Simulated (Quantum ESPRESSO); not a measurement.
# SrCl2 (Fm-3m) in Quantum ESPRESSO: a series of runs

Runs on SrCl2. Level: LDA. Tasks: single point, equation of state.

Program: Quantum ESPRESSO 7.5. These are calculated values, not measurements. Logs are shortened: lines on timing, memory, paths and dates and some standing lists are left out, and cuts for length are marked.

## Step 1: The crystal as given

Symmetry: Fm-3m, No. 225, cubic system. Conventional cell: a = 6.977 Å, b = 6.977 Å, c = 6.977 Å, α = 90.00°, β = 90.00°, γ = 90.00°. Sr (site symmetry m-3m) has 8 Cl at 3.02 Å as nearest neighbours. Around Cl (site symmetry -43m) lie 4 Sr at 3.02 Å.

## Step 2: Single point, LDA, 26.60 Å³/atom

The input, pw.in:

```
&CONTROL
  calculation = 'scf'
  prefix = 'pwscf'
  outdir = './tmp'
  pseudo_dir = './pseudo'
  tstress = .true.
  disk_io = 'nowf'
/
&SYSTEM
  ibrav = 0
  nat = 3
  ntyp = 2
  ecutwfc = 45
  ecutrho = 360
  nbnd = 19
  occupations = 'smearing'
  smearing = 'fd'
  degauss = 0.00367493
/
&ELECTRONS
  conv_thr = 6d-10
  electron_maxstep = 120
  mixing_beta = 0.5
/
ATOMIC_SPECIES
Sr    87.6200 sr_lda_v1.uspp.F.UPF
Cl    35.4500 cl_lda_v1.4.uspp.F.UPF
CELL_PARAMETERS angstrom
   0.0000000000    3.4171392023    3.4171392023
   3.4171392023    0.0000000000    3.4171392023
   3.4171392023    3.4171392023    0.0000000000
ATOMIC_POSITIONS crystal
Sr     0.0000000000    0.0000000000    0.0000000000
Cl     0.7500000000    0.7500000000    0.7500000000
Cl     0.2500000000    0.2500000000    0.2500000000
K_POINTS automatic
7 7 7 0 0 0
```

Potentials or basis: GBRV 1.5 LDA.

Launch:

```console
$ OMP_NUM_THREADS=1 mpirun -n 2 pw.x -nk 2 -in pw.in > pw.out
```

pw.out:

```text
This program is part of the open-source Quantum ESPRESSO suite
     for quantum simulation of materials; please cite
[... 13 lines left out ...]
     --------------------
     sticks:   dense  smooth     PW     G-vecs:    dense   smooth      PW
     Sum        2065    1039    313                62079    22123    3527

     Using Slab Decomposition

     bravais-lattice index     =            0
     lattice parameter (alat)  =       9.1322  a.u.
     unit-cell volume          =     538.5358 (a.u.)^3
     number of atoms/cell      =            3
     number of atomic types    =            2
     number of electrons       =        24.00
     number of Kohn-Sham states=           19
     kinetic-energy cutoff     =      45.0000  Ry
     charge density cutoff     =     360.0000  Ry
     scf convergence threshold =      6.0E-10
     mixing beta               =       0.5000
     number of iterations used =            8  plain     mixing
     Exchange-correlation=  SLA  PZ   NOGX NOGC
                           (   1   1   0   0   0   0   0)

     celldm(1)=   9.132224  celldm(2)=   0.000000  celldm(3)=   0.000000
     celldm(4)=   0.000000  celldm(5)=   0.000000  celldm(6)=   0.000000

     crystal axes: (cart. coord. in units of alat)
               a(1) = (   0.000000   0.707107   0.707107 )
               a(2) = (   0.707107   0.000000   0.707107 )
               a(3) = (   0.707107   0.707107   0.000000 )

     reciprocal axes: (cart. coord. in units 2 pi/alat)
               b(1) = ( -0.707107  0.707107  0.707107 )
               b(2) = (  0.707107 -0.707107  0.707107 )
               b(3) = (  0.707107  0.707107 -0.707107 )

     PseudoPot. # 1 for Sr read from file:
     sr_lda_v1.uspp.F.UPF
     Pseudo is Ultrasoft + core correction, Zval = 10.0
     Generated by new atomic code, or converted to UPF format
     Using radial grid of  883 points,  6 beta functions with:
                l(1) =   0
                l(2) =   0
                l(3) =   1
                l(4) =   1
                l(5) =   2
                l(6) =   2
     Q(r) pseudized with  6 coefficients,  rinner =    1.400   1.400   1.400
                                                       1.400   1.400

     PseudoPot. # 2 for Cl read from file:
     cl_lda_v1.4.uspp.F.UPF
     Pseudo is Ultrasoft + core correction, Zval =  7.0
     Generated by new atomic code, or converted to UPF format
     Using radial grid of  909 points,  6 beta functions with:
                l(1) =   0
                l(2) =   0
                l(3) =   1
                l(4) =   1
                l(5) =   2
                l(6) =   2
     Q(r) pseudized with  8 coefficients,  rinner =    1.300   1.300   1.300
                                                       1.300   1.300

     atomic species   valence    mass     pseudopotential
     Sr               10.00    87.62000     Sr( 1.00)
     Cl                7.00    35.45000     Cl( 1.00)

     48 Sym. Ops., with inversion, found

   Cartesian axes

     site n.     atom                  positions (alat units)
         1        Sr     tau(   1) = (   0.0000000   0.0000000   0.0000000  )
         2        Cl     tau(   2) = (   1.0606602   1.0606602   1.0606602  )
         3        Cl     tau(   3) = (   0.3535534   0.3535534   0.3535534  )

     number of k points=    20  Fermi-Dirac smearing, width (Ry)=  0.0037
                       cart. coord. in units 2pi/alat
        k(    1) = (   0.0000000   0.0000000   0.0000000), wk =   0.0058309
        k(    2) = (   0.1010153   0.1010153  -0.1010153), wk =   0.0466472
        k(    3) = (   0.2020305   0.2020305  -0.2020305), wk =   0.0466472
        k(    4) = (   0.3030458   0.3030458  -0.3030458), wk =   0.0466472
        k(    5) = (   0.2020305  -0.0000000   0.0000000), wk =   0.0349854
        k(    6) = (   0.3030458   0.1010153  -0.1010153), wk =   0.1399417
[... 12 lines left out ...]
        k(   19) = (  -0.1010153  -0.5050763   0.7071068), wk =   0.1399417
        k(   20) = (   0.0000000  -0.4040610   0.6060915), wk =   0.1399417

     Dense  grid:    62079 G-vectors     FFT dimensions: (  60,  60,  60)

     Smooth grid:    22123 G-vectors     FFT dimensions: (  40,  40,  40)

     Initial potential from superposition of free atoms

     starting charge      23.9729, renormalised to      24.0000

     negative rho (up, down):  9.247E-02 0.000E+00
     Starting wfcs are   21 randomized atomic wfcs

     Self-consistent Calculation

     iteration #  1     ecut=    45.00 Ry     beta= 0.50
     Davidson diagonalization with overlap
     ethr =  1.00E-02,  avg # of iterations =  4.5

     Threshold (ethr) on eigenvalues was too large:
     Diagonalizing with lowered threshold

     Davidson diagonalization with overlap
     ethr =  5.00E-04,  avg # of iterations =  1.2

     negative rho (up, down):  9.364E-02 0.000E+00

     total energy              =    -137.32195299 Ry
     estimated scf accuracy    <       0.11536213 Ry

     iteration #  2     ecut=    45.00 Ry     beta= 0.50
     Davidson diagonalization with overlap
     ethr =  4.81E-04,  avg # of iterations =  2.0

     negative rho (up, down):  9.378E-02 0.000E+00

     total energy              =    -137.34643930 Ry
     estimated scf accuracy    <       0.00601288 Ry

     iteration #  3     ecut=    45.00 Ry     beta= 0.50
     Davidson diagonalization with overlap
     ethr =  2.51E-05,  avg # of iterations =  4.0

     negative rho (up, down):  9.404E-02 0.000E+00

     total energy              =    -137.34651602 Ry
     estimated scf accuracy    <       0.00128522 Ry

     iteration #  4     ecut=    45.00 Ry     beta= 0.50
     Davidson diagonalization with overlap
     ethr =  5.36E-06,  avg # of iterations =  3.4

     negative rho (up, down):  9.408E-02 0.000E+00

     total energy              =    -137.34657371 Ry
     estimated scf accuracy    <       0.00002613 Ry

     iteration #  5     ecut=    45.00 Ry     beta= 0.50
     Davidson diagonalization with overlap
     ethr =  1.09E-07,  avg # of iterations =  4.3

     negative rho (up, down):  9.402E-02 0.000E+00

     total energy              =    -137.34659260 Ry
     estimated scf accuracy    <       0.00000307 Ry

     iteration #  6     ecut=    45.00 Ry     beta= 0.50
     Davidson diagonalization with overlap
     ethr =  1.28E-08,  avg # of iterations =  2.3

     negative rho (up, down):  9.397E-02 0.000E+00

     total energy              =    -137.34659372 Ry
     estimated scf accuracy    <       0.00000017 Ry

     iteration #  7     ecut=    45.00 Ry     beta= 0.50
     Davidson diagonalization with overlap
     ethr =  7.13E-10,  avg # of iterations =  3.1

     negative rho (up, down):  9.397E-02 0.000E+00

     total energy              =    -137.34659377 Ry
     estimated scf accuracy    <          1.7E-09 Ry

     iteration #  8     ecut=    45.00 Ry     beta= 0.50
     Davidson diagonalization with overlap
     ethr =  6.96E-12,  avg # of iterations =  4.3

     negative rho (up, down):  9.397E-02 0.000E+00

     End of self-consistent calculation

          k = 0.0000 0.0000 0.0000 (  2733 PWs)   bands (ev):

   -29.0058 -11.0682 -11.0682 -11.0682  -9.9224  -8.9079   1.1216   1.1216
     1.1216   3.1607   3.1607   3.1607   8.6447   9.3230   9.3230  12.2630
    12.2630  12.2631  13.1230

          k = 0.1010 0.1010-0.1010 (  2740 PWs)   bands (ev):

   -29.0049 -11.1890 -11.0721 -11.0721  -9.7465  -8.9598   1.2066   1.2066
     1.2884   2.8842   3.0299   3.0299   9.1308   9.5131   9.5131  11.4868
    12.2148  12.2149  13.5022

          k = 0.2020 0.2020-0.2020 (  2746 PWs)   bands (ev):

   -29.0027 -11.3807 -11.0807 -11.0807  -9.4884  -9.0084   1.4292   1.4292
     1.6495   2.3564   2.7269   2.7269   9.8588   9.8588   9.9582  11.2676
    12.1665  12.1666  13.0174

          k = 0.3030 0.3030-0.3030 (  2752 PWs)   bands (ev):

   -29.0010 -11.4943 -11.0876 -11.0876  -9.4484  -8.9100   1.6806   1.6806
     1.8642   2.0465   2.4305   2.4305  10.0206  10.0206  10.5565  11.6358
    12.2238  12.2658  12.2658

          k = 0.2020-0.0000 0.0000 (  2742 PWs)   bands (ev):

   -29.0045 -11.2179 -11.0775 -11.0775  -9.6850  -8.9819   1.1672   1.1672
     1.4903   2.4712   3.1744   3.1744   9.1668   9.5299   9.6056  11.8205
    11.8205  12.0271  12.8394

          k = 0.3030 0.1010-0.1010 (  2750 PWs)   bands (ev):

   -29.0028 -11.3604 -11.1004 -11.0871  -9.4349  -9.0550   1.2848   1.2922
     1.8932   1.9384   3.0121   3.0496   9.5608   9.8557   9.9265  11.4718
    11.7098  12.3487  12.8219

          k = 0.4041 0.2020-0.2020 (  2746 PWs)   bands (ev):

   -29.0010 -11.4616 -11.1452 -11.0937  -9.3363  -8.9874   1.4304   1.5100
     1.5152   2.3880   2.7324   2.7342   9.6290  10.1296  10.5534  11.6363
    11.9025  12.2380  12.8005

          k =-0.2020-0.4041 0.4041 (  2739 PWs)   bands (ev):

   -29.0004 -11.4787 -11.1741 -11.0923  -9.3434  -8.9293   1.2974   1.5861
     1.7742   2.3544   2.4240   2.8151   9.6999  10.1806  10.9332  11.3750
    12.1521  12.3708  12.3774

          k =-0.1010-0.3030 0.3030 (  2750 PWs)   bands (ev):

   -29.0015 -11.4190 -11.1558 -11.0840  -9.3430  -9.0282   1.2214   1.7377
     1.8625   2.0833   2.3247   3.0796   9.6367  10.0669  10.3421  11.5873
    11.9037  12.3537  12.9990

          k =-0.0000-0.2020 0.2020 (  2744 PWs)   bands (ev):

   -29.0035 -11.3005 -11.1052 -11.0750  -9.5363  -9.0232   1.1717   1.4176
     1.6181   2.3876   2.6871   3.1911   9.6093   9.6802   9.7813  11.3371
    11.7138  12.7409  13.5588

          k = 0.4041-0.0000 0.0000 (  2754 PWs)   bands (ev):

   -29.0017 -11.4474 -11.0983 -11.0983  -9.2453  -9.1395   1.2906   1.2968
     1.2968   2.4276   3.1568   3.1568   9.1799  10.1195  10.4110  11.5207
    11.5207  11.8726  12.8009

          k = 0.5051 0.1010-0.1010 (  2750 PWs)   bands (ev):

   -29.0002 -11.5074 -11.1517 -11.1059  -9.1935  -9.0530   0.8913   1.3811
     1.4280   2.9332   2.9979   3.0334   9.0855  10.4747  10.7925  11.2193
    11.5966  12.0798  13.2987

          k =-0.1010-0.5051 0.5051 (  2748 PWs)   bands (ev):

   -28.9995 -11.4627 -11.2698 -11.1041  -9.1814  -8.9819   0.8103   1.4001
     1.6467   2.6339   2.8661   3.2278   9.2922  10.5590  10.7614  11.0814
    11.7939  12.6465  13.2722

          k = 0.0000-0.4041 0.4041 (  2744 PWs)   bands (ev):

   -29.0001 -11.3887 -11.3126 -11.0944  -9.1614  -9.0534   0.9906   1.4834
     1.9399   2.1808   2.5792   3.2569   9.4327  10.3644  10.6946  11.3371
    12.0260  12.2815  13.4319

          k = 0.6061-0.0000 0.0000 (  2750 PWs)   bands (ev):

   -28.9994 -11.5826 -11.1150 -11.1150  -9.2582  -8.9258   0.5190   1.4370
     1.4370   3.0838   3.0838   3.3687   8.7148  10.7215  10.8895  11.5463
    11.5463  11.7322  13.6052

          k =-0.0000-0.6061 0.6061 (  2762 PWs)   bands (ev):

   -28.9991 -11.5607 -11.1760 -11.1142  -9.2296  -8.9098   0.4956   1.4281
     1.5147   2.9404   3.0256   3.4904   8.8461  10.5355  10.9394  11.2124
    11.6072  12.7725  13.2668

          k = 0.4041 0.2020 0.0000 (  2747 PWs)   bands (ev):

   -29.0012 -11.4322 -11.1677 -11.0934  -9.2216  -9.1100   1.2023   1.3909
     1.5793   2.4342   2.6721   3.1898   9.4269  10.1004  10.4179  11.5051
    11.9699  11.9986  13.1503

          k =-0.2020-0.4041 0.6061 (  2738 PWs)   bands (ev):

   -28.9999 -11.4414 -11.2621 -11.1017  -9.1908  -9.0115   1.0858   1.1838
     1.9069   2.3228   2.8685   3.1067   9.4729  10.2750  10.8128  11.1934
    11.8646  12.4903  13.1506

          k =-0.1010-0.5051 0.7071 (  2748 PWs)   bands (ev):

   -28.9994 -11.5122 -11.2180 -11.1145  -9.1743  -8.9765   0.6688   1.2457
     1.6961   2.7028   3.1267   3.3222   9.0912  10.6004  10.7408  10.9747
    11.6613  12.7411  13.4672

          k = 0.0000-0.4041 0.6061 (  2748 PWs)   bands (ev):

   -28.9992 -11.4197 -11.3386 -11.1131  -9.1055  -9.0158   0.7653   1.1286
     1.9792   2.3471   3.0950   3.3649   9.3824  10.4380  10.6582  10.8864
    11.7400  12.9237  13.8862

     the Fermi energy is     6.1565 ev

!    total energy              =    -137.34659378 Ry
     estimated scf accuracy    <          1.1E-10 Ry
     smearing contrib. (-TS)   =       0.00000000 Ry
     internal energy E=F+TS    =    -137.34659378 Ry

     The total energy is F=E-TS. E is the sum of the following terms:
     one-electron contribution =     -26.47665220 Ry
     hartree contribution      =      22.24272366 Ry
     xc contribution           =     -37.16633974 Ry
     ewald contribution        =     -95.94632550 Ry

     convergence has been achieved in   8 iterations

     Computing stress (Cartesian axis) and pressure

     negative rho (up, down):  9.397E-02 0.000E+00
          total   stress  (Ry/bohr**3)                   (kbar)     P=       -6.65
  -0.00004519   0.00000000   0.00000000           -6.65        0.00        0.00
   0.00000000  -0.00004519   0.00000000            0.00       -6.65        0.00
   0.00000000   0.00000000  -0.00004519            0.00        0.00       -6.65

=------------------------------------------------------------------------------=
   JOB DONE.
=------------------------------------------------------------------------------=
```

Wall time 16 s (2 MPI ranks of Arm Neoverse V1, shared host); peak memory 0.34 GiB.

Results:

| Quantity | Value |
| --- | --- |
| Free energy | -1868.6956 eV |
| Pressure | -0.7 GPa |
| Band gap on the k mesh | 5.15 eV, indirect (least direct gap 5.35 eV) |

Caveat: an odd mesh through Γ misses points on the zone boundary, where band edges often lie.

## Step 3: Single point, LDA, 27.17 Å³/atom

Changes to pw.in since step 2:

```diff
@@ -28,5 +28,5 @@
 CELL_PARAMETERS angstrom
-   0.0000000000    3.4171392023    3.4171392023
-   3.4171392023    0.0000000000    3.4171392023
-   3.4171392023    3.4171392023    0.0000000000
+   0.0000000000    3.4412043558    3.4412043558
+   3.4412043558    0.0000000000    3.4412043558
+   3.4412043558    3.4412043558    0.0000000000
 ATOMIC_POSITIONS crystal
```

Potentials or basis: GBRV 1.5 LDA.

Launch:

```console
$ OMP_NUM_THREADS=1 mpirun -n 2 pw.x -nk 2 -in pw.in > pw.out
```

Wall time 16 s (2 MPI ranks of Arm Neoverse V1, shared host); peak memory 0.36 GiB.

It converged, with:

```
Free energy            : -1868.6844 eV
Pressure               : -1.5 GPa
Band gap on the k mesh : 5.07 eV, indirect (least direct gap 5.35 eV)
```

Caveat: an odd mesh through Γ misses points on the zone boundary, where band edges often lie.

## Step 4: Single point, LDA, 27.73 Å³/atom

Changes to pw.in since step 3:

```diff
@@ -28,5 +28,5 @@
 CELL_PARAMETERS angstrom
-   0.0000000000    3.4412043558    3.4412043558
-   3.4412043558    0.0000000000    3.4412043558
-   3.4412043558    3.4412043558    0.0000000000
+   0.0000000000    3.4649375496    3.4649375496
+   3.4649375496    0.0000000000    3.4649375496
+   3.4649375496    3.4649375496    0.0000000000
 ATOMIC_POSITIONS crystal
```

Launch:

```console
$ OMP_NUM_THREADS=1 mpirun -n 2 pw.x -nk 2 -in pw.in > pw.out
```

Run time: 16 s. Hardware: 2 MPI ranks of Arm Neoverse V1, shared host; peak memory 0.36 GiB.

The run converged. Its results:

```
Free energy            : -1868.6649 eV
Pressure               : -2.2 GPa
Band gap on the k mesh : 4.99 eV, indirect (least direct gap 5.31 eV)
```

Caveat: an odd mesh through Γ misses points on the zone boundary, where band edges often lie.

## Step 5: Single point, LDA, 28.30 Å³/atom

Changes to pw.in since step 4:

```diff
@@ -28,5 +28,5 @@
 CELL_PARAMETERS angstrom
-   0.0000000000    3.4649375496    3.4649375496
-   3.4649375496    0.0000000000    3.4649375496
-   3.4649375496    3.4649375496    0.0000000000
+   0.0000000000    3.4883500000    3.4883500000
+   3.4883500000    0.0000000000    3.4883500000
+   3.4883500000    3.4883500000    0.0000000000
 ATOMIC_POSITIONS crystal
```

Launch:

```console
$ OMP_NUM_THREADS=1 mpirun -n 2 pw.x -nk 2 -in pw.in > pw.out
```

Run time: 16 s. Hardware: 2 MPI ranks of Arm Neoverse V1, shared host; peak memory 0.36 GiB.

The run converged. Its results:

* Free energy: -1868.6381 eV
* Pressure: -2.9 GPa
* Band gap on the k mesh: 4.91 eV, indirect (least direct gap 5.22 eV)

Caveat: an odd mesh through Γ misses points on the zone boundary, where band edges often lie.

## Step 6: Single point, LDA, 28.86 Å³/atom

Changes to pw.in since step 5:

```diff
@@ -28,5 +28,5 @@
 CELL_PARAMETERS angstrom
-   0.0000000000    3.4883500000    3.4883500000
-   3.4883500000    0.0000000000    3.4883500000
-   3.4883500000    3.4883500000    0.0000000000
+   0.0000000000    3.5114523289    3.5114523289
+   3.5114523289    0.0000000000    3.5114523289
+   3.5114523289    3.5114523289    0.0000000000
 ATOMIC_POSITIONS crystal
```

Potentials or basis: GBRV 1.5 LDA.

Launch:

```console
$ OMP_NUM_THREADS=1 mpirun -n 2 pw.x -nk 2 -in pw.in > pw.out
```

Run time: 22 s. Hardware: 2 MPI ranks of Arm Neoverse V1, shared host; peak memory 0.36 GiB.

Results (log left out):

| Item | Value |
| --- | --- |
| Free energy | -1868.6048 eV |
| Pressure | -3.4 GPa |
| Band gap on the k mesh | 4.84 eV, indirect (least direct gap 5.14 eV) |

Caveat: an odd mesh through Γ misses points on the zone boundary, where band edges often lie.

## Step 7: Single point, LDA, 29.43 Å³/atom

Changes to pw.in since step 6:

```diff
@@ -28,5 +28,5 @@
 CELL_PARAMETERS angstrom
-   0.0000000000    3.5114523289    3.5114523289
-   3.5114523289    0.0000000000    3.5114523289
-   3.5114523289    3.5114523289    0.0000000000
+   0.0000000000    3.5342546063    3.5342546063
+   3.5342546063    0.0000000000    3.5342546063
+   3.5342546063    3.5342546063    0.0000000000
 ATOMIC_POSITIONS crystal
```

Launch:

```console
$ OMP_NUM_THREADS=1 mpirun -n 2 pw.x -nk 2 -in pw.in > pw.out
```

It took 22 s on 2 MPI ranks of Arm Neoverse V1, shared host; peak memory 0.38 GiB.

It converged, with:

* Free energy: -1868.5658 eV
* Pressure: -4.0 GPa
* Band gap on the k mesh: 4.77 eV, indirect (least direct gap 5.06 eV)

Caveat: an odd mesh through Γ misses points on the zone boundary, where band edges often lie.

## Step 8: Single point, LDA, 30.00 Å³/atom

Changes to pw.in since step 7:

```diff
@@ -28,5 +28,5 @@
 CELL_PARAMETERS angstrom
-   0.0000000000    3.5342546063    3.5342546063
-   3.5342546063    0.0000000000    3.5342546063
-   3.5342546063    3.5342546063    0.0000000000
+   0.0000000000    3.5567663891    3.5567663891
+   3.5567663891    0.0000000000    3.5567663891
+   3.5567663891    3.5567663891    0.0000000000
 ATOMIC_POSITIONS crystal
```

Launch:

```console
$ OMP_NUM_THREADS=1 mpirun -n 2 pw.x -nk 2 -in pw.in > pw.out
```

Wall time 22 s (2 MPI ranks of Arm Neoverse V1, shared host); peak memory 0.38 GiB.

The run converged. Its results:

```
Free energy            : -1868.5217 eV
Pressure               : -4.4 GPa
Band gap on the k mesh : 4.70 eV, indirect (least direct gap 4.99 eV)
```

Caveat: an odd mesh through Γ misses points on the zone boundary, where band edges often lie.

## Step 9: Equation of state, LDA

Potentials or basis: GBRV 1.5 LDA.

This step only gathers the single runs of the series.

Results:

```
Equilibrium volume : 26.21 Å³/atom (rough: see the caveat)
Bulk modulus       : 44 GPa (rough)
```

Energy against volume, from the lowest point:
| volume (Å³/atom) | energy (meV/atom) |
| --- | --- |
| 26.601 | 0.00 |
| 27.167 | 3.75 |
| 27.733 | 10.22 |
| 28.299 | 19.17 |
| 28.865 | 30.27 |
| 29.431 | 43.27 |
| 29.997 | 57.98 |

Caveat: the minimum lies outside the volumes run.

## Step 10: For comparison

An earlier run on the cell as given: functional PBEsol; potentials or basis GBRV 1.5 PBEsol; cutoff 612 eV; density cutoff 4898 eV; k mesh 7 × 7 × 7; occupations fermi-dirac, width 0.05 eV; no spin polarisation.

- Pressure: -1.1 GPa
- Band gap on the k mesh: 5.18 eV, indirect (least direct gap 5.48 eV)
